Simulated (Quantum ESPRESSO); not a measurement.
# Pt (P-1) in Quantum ESPRESSO: further runs, part 2 of 2

Quantum ESPRESSO 7.5.

## 3. Relaxation of the atoms, LDA

pw.in

```
&CONTROL
  calculation = 'relax'
  prefix = 'pwscf'
  outdir = './tmp'
  pseudo_dir = './pseudo'
  tprnfor = .true.
  disk_io = 'low'
  nstep = 40
  forc_conv_thr = 0.0004
  etot_conv_thr = 1d-05
/
&SYSTEM
  ibrav = 0
  nat = 2
  ntyp = 1
  ecutwfc = 36
  ecutrho = 216
  nbnd = 16
  occupations = 'smearing'
  smearing = 'fd'
  degauss = 0.01469973
/
&ELECTRONS
  conv_thr = 4d-10
  electron_maxstep = 120
  mixing_beta = 0.5
/
&IONS
  ion_dynamics = 'bfgs'
/
ATOMIC_SPECIES
Pt   195.0840 Pt.LDA_PW-JTH.UPF
CELL_PARAMETERS angstrom
   0.0000000000   -3.1684400000    0.0000000000
  -3.1684400000    0.0000000000    0.0000000000
   0.0000000000    0.0000000000   -3.1684400000
ATOMIC_POSITIONS crystal
Pt     0.5054260700    0.4928058600    0.5171599100
Pt     0.9945739300    0.0071941400    0.9828400900
K_POINTS automatic
7 7 7 0 0 0
```

Potentials or basis: JTH 2.0 LDA.

The run is started by

```bash
OMP_NUM_THREADS=1 pw.x -in pw.in > pw.out
```

pw.out:

```text
This program is part of the open-source Quantum ESPRESSO suite
     for quantum simulation of materials; please cite
         "P. Giannozzi et al., J. Phys.:Condens. Matter 21 395502 (2009);
         "P. Giannozzi et al., J. Phys.:Condens. Matter 29 465901 (2017);
         "P. Giannozzi et al., J. Chem. Phys. 152 154105 (2020);
     in publications or presentations arising from this work. More details at

     file Pt.LDA_PW-JTH.UPF: wavefunction(s)  6S 0S 6P 0P 5D 0D renormalized
     Message from routine setup:
     using ibrav=0 with symmetry is DISCOURAGED, use correct ibrav instead

     G-vector sticks info
     --------------------
     sticks:   dense  smooth     PW     G-vecs:    dense   smooth      PW
     Sum         613     421    137                11513     6235    1141

     Using Slab Decomposition

     bravais-lattice index     =            0
     lattice parameter (alat)  =       5.9875  a.u.
     unit-cell volume          =     214.6511 (a.u.)^3
     number of atoms/cell      =            2
     number of atomic types    =            1
     number of electrons       =        20.00
     number of Kohn-Sham states=           16
     kinetic-energy cutoff     =      36.0000  Ry
     charge density cutoff     =     216.0000  Ry
     scf convergence threshold =      4.0E-10
     mixing beta               =       0.5000
     number of iterations used =            8  plain     mixing
     energy convergence thresh.=      1.0E-05
     force convergence thresh. =      4.0E-04
     Exchange-correlation= SLA PW NOGX NOGC
                           (   1   4   0   0   0   0   0)
     nstep                     =           40

     celldm(1)=   5.987484  celldm(2)=   0.000000  celldm(3)=   0.000000
     celldm(4)=   0.000000  celldm(5)=   0.000000  celldm(6)=   0.000000

     crystal axes: (cart. coord. in units of alat)
               a(1) = (   0.000000  -1.000000   0.000000 )
               a(2) = (  -1.000000   0.000000   0.000000 )
               a(3) = (   0.000000   0.000000  -1.000000 )

     reciprocal axes: (cart. coord. in units 2 pi/alat)
               b(1) = ( -0.000000 -1.000000 -0.000000 )
               b(2) = ( -1.000000 -0.000000 -0.000000 )
               b(3) = ( -0.000000 -0.000000 -1.000000 )

     PseudoPot. # 1 for Pt read from file:
     Pt.LDA_PW-JTH.UPF
     Pseudo is Projector augmented-wave + core cor, Zval = 10.0
     Generated using ATOMPAW code
     Shape of augmentation charge: SINC**2
     Using radial grid of 1126 points,  6 beta functions with:
                l(1) =   0
                l(2) =   0
                l(3) =   1
                l(4) =   1
                l(5) =   2
                l(6) =   2
     Q(r) pseudized with 0 coefficients

     atomic species   valence    mass     pseudopotential
     Pt               10.00   195.08400     Pt( 1.00)

      2 Sym. Ops., with inversion, found ( 1 have fractional translation)

   Cartesian axes

     site n.     atom                  positions (alat units)
         1        Pt     tau(   1) = (  -0.4928059  -0.5054261  -0.5171599  )
         2        Pt     tau(   2) = (  -0.0071941  -0.9945739  -0.9828401  )

     number of k points=   172  Fermi-Dirac smearing, width (Ry)=  0.0147

     Number of k-points >= 100: set verbosity='high' to print them.

     Dense  grid:    11513 G-vectors     FFT dimensions: (  30,  30,  30)

     Smooth grid:     6235 G-vectors     FFT dimensions: (  24,  24,  24)

     Initial potential from superposition of free atoms

     starting charge      19.9997, renormalised to      20.0000
     Starting wfcs are   36 randomized atomic wfcs

     Self-consistent Calculation

     iteration #  1     ecut=    36.00 Ry     beta= 0.50
     Davidson diagonalization with overlap
     ethr =  1.00E-02,  avg # of iterations =  4.1

     Threshold (ethr) on eigenvalues was too large:
     Diagonalizing with lowered threshold

     Davidson diagonalization with overlap
     ethr =  5.34E-04,  avg # of iterations =  4.7

     total energy              =   -1453.69730816 Ry
     estimated scf accuracy    <       0.13342854 Ry

     iteration #  2     ecut=    36.00 Ry     beta= 0.50
     Davidson diagonalization with overlap
     ethr =  6.67E-04,  avg # of iterations =  2.1

     total energy              =   -1453.72470462 Ry
     estimated scf accuracy    <       0.00146427 Ry

     iteration #  3     ecut=    36.00 Ry     beta= 0.50
     Davidson diagonalization with overlap
     c_bands:  2 eigenvalues not converged
     c_bands:  1 eigenvalues not converged
     c_bands:  1 eigenvalues not converged
     c_bands:  1 eigenvalues not converged
     c_bands:  1 eigenvalues not converged
     c_bands:  1 eigenvalues not converged
[... 11 lines left out ...]
     c_bands:  1 eigenvalues not converged
     c_bands:  1 eigenvalues not converged
     ethr =  7.32E-06,  avg # of iterations = 11.8
[... 56 lines left out ...]
!    total energy              =   -1453.73117775 Ry
     total all-electron energy =     -1453.731178 Ry
     estimated scf accuracy    <          1.1E-10 Ry
     smearing contrib. (-TS)   =      -0.02297002 Ry
     internal energy E=F+TS    =   -1453.70820772 Ry

     The total energy is F=E-TS. E is the sum of the following terms:
     one-electron contribution =      34.93986420 Ry
     hartree contribution      =       8.77885968 Ry
     xc contribution           =     -19.66917327 Ry
     ewald contribution        =    -121.45628472 Ry
     one-center paw contrib.   =   -1356.30147362 Ry

     convergence has been achieved in  10 iterations

     Forces acting on atoms (cartesian axes, Ry/au):

     atom    1 type  1   force =    -0.01164202    0.00881445    0.02658039
     atom    2 type  1   force =     0.01164202   -0.00881445   -0.02658039

     Total force =     0.042889     Total SCF correction =     0.000011

     BFGS Geometry Optimization
     Energy error            =      1.8E-03 Ry
     Gradient error          =      2.7E-02 Ry/Bohr

     number of scf cycles    =   1
     number of bfgs steps    =   0

     energy             new  =   -1453.7311777474 Ry

     new trust radius        =       0.0303273530 bohr
     new conv_thr            =       0.0000000004 Ry

ATOMIC_POSITIONS (crystal)
Pt               0.5039539245        0.4947502530        0.5127205843
Pt               0.9960460755        0.0052497470        0.9872794157

     NEW-OLD atomic charge density approx. for the potential

     Self-consistent Calculation

     iteration #  1     ecut=    36.00 Ry     beta= 0.50
     Davidson diagonalization with overlap
     ethr =  1.00E-06,  avg # of iterations =  8.2

     total energy              =   -1453.73267459 Ry
     estimated scf accuracy    <       0.00003442 Ry

     iteration #  2     ecut=    36.00 Ry     beta= 0.50
     Davidson diagonalization with overlap
     ethr =  1.72E-07,  avg # of iterations =  4.1

     total energy              =   -1453.73275464 Ry
     estimated scf accuracy    <       0.00000783 Ry
[... 274 lines left out ...]
     energy             old  =   -1453.7339285349 Ry
     energy             new  =   -1453.7346138096 Ry

     CASE: energy            _new < energy            _old

     new trust radius        =       0.0023348228 bohr
     new conv_thr            =            5.7E-12 Ry

ATOMIC_POSITIONS (crystal)
Pt               0.4999687123        0.5000373752        0.5000248349
Pt               1.0000312877       -0.0000373752        0.9999751651

     NEW-OLD atomic charge density approx. for the potential

     Self-consistent Calculation

     iteration #  1     ecut=    36.00 Ry     beta= 0.50
     Davidson diagonalization with overlap
     ethr =  1.00E-06,  avg # of iterations =  3.0

     Threshold (ethr) on eigenvalues was too large:
     Diagonalizing with lowered threshold

     Davidson diagonalization with overlap
     ethr =  1.30E-09,  avg # of iterations =  6.2

     total energy              =   -1453.73461473 Ry
     estimated scf accuracy    <       0.00000019 Ry

     iteration #  2     ecut=    36.00 Ry     beta= 0.50
     Davidson diagonalization with overlap
     ethr =  9.59E-10,  avg # of iterations =  1.5

     total energy              =   -1453.73461517 Ry
     estimated scf accuracy    <       0.00000005 Ry

     iteration #  3     ecut=    36.00 Ry     beta= 0.50
     Davidson diagonalization with overlap
     ethr =  2.29E-10,  avg # of iterations =  2.7

     total energy              =   -1453.73461518 Ry
     estimated scf accuracy    <          3.2E-10 Ry

     iteration #  4     ecut=    36.00 Ry     beta= 0.50
     Davidson diagonalization with overlap
     ethr =  1.59E-12,  avg # of iterations =  8.1

     total energy              =   -1453.73461518 Ry
     estimated scf accuracy    <          5.3E-11 Ry

     iteration #  5     ecut=    36.00 Ry     beta= 0.50
     Davidson diagonalization with overlap
     ethr =  2.67E-13,  avg # of iterations =  2.5
[... 14 lines left out ...]
!    total energy              =   -1453.73461518 Ry
     total all-electron energy =     -1453.734615 Ry
     estimated scf accuracy    <          1.2E-13 Ry
     smearing contrib. (-TS)   =      -0.02343686 Ry
     internal energy E=F+TS    =   -1453.71117832 Ry

     The total energy is F=E-TS. E is the sum of the following terms:
     one-electron contribution =      35.12067956 Ry
     hartree contribution      =       8.69015707 Ry
     xc contribution           =     -19.66254841 Ry
     ewald contribution        =    -121.56136105 Ry
     one-center paw contrib.   =   -1356.29810549 Ry

     convergence has been achieved in   6 iterations

     Forces acting on atoms (cartesian axes, Ry/au):

     atom    1 type  1   force =     0.00005577   -0.00004667    0.00003707
     atom    2 type  1   force =    -0.00005577    0.00004667   -0.00003707

     Total force =     0.000115     Total SCF correction =     0.000000
     Energy error            =      1.4E-06 Ry
     Gradient error          =      5.6E-05 Ry/Bohr

     bfgs converged in   5 scf cycles and   4 bfgs steps
     (criteria: energy <  1.0E-05 Ry, force <  4.0E-04 Ry/Bohr)

     End of BFGS Geometry Optimization

     Final energy             =   -1453.7346151830 Ry

Begin final coordinates

ATOMIC_POSITIONS (crystal)
Pt               0.4999687123        0.5000373752        0.5000248349
Pt               1.0000312877       -0.0000373752        0.9999751651
End final coordinates

=------------------------------------------------------------------------------=
   JOB DONE.
=------------------------------------------------------------------------------=
```

It took 84 s on 1 thread of Intel Xeon 6975P-C (Granite Rapids), shared host; peak memory 0.1 GiB.

Results:

```yaml
Free_energy: -19779.0671 eV
Energy_gained_by_relaxing: 23.4 meV/atom
Ionic_steps: 5
Band_gap_on_the_k_mesh: none (metal or under the smearing width)
```

Forces in eV/Å, atoms in the order of the input:
```
Pt   0.001 -0.001  0.001
Pt  -0.001  0.001 -0.001
```

Step by step:
```tsv
step	energy change (eV)	largest force (eV/Å)
1	0.0000	0.7797
2	-0.0215	0.5637
3	-0.0374	0.3386
4	-0.0468	0.0153
5	-0.0468	0.0021
```

Final structure:
```xyz
2
Lattice="0.0000 -3.1684 0.0000 -3.1684 0.0000 0.0000 0.0000 0.0000 -3.1684" Properties=species:S:1:pos:R:3 pbc="T T T"
Pt   -1.5843   -1.5841   -1.5843
Pt    0.0001   -3.1685   -3.1684
```

Levels at points of the mesh, in eV from the Fermi level:
| k point | band 8 | band 9 | band 10 | band 11 | band 12 | band 13 |
| --- | --- | --- | --- | --- | --- | --- |
| (0.00, 0.00, 0.00) | -0.99 | 0.49 | 0.49 | 0.49 | 7.66 | 7.66 |

 The run has no spin-orbit coupling, so splittings on Pt are missing.
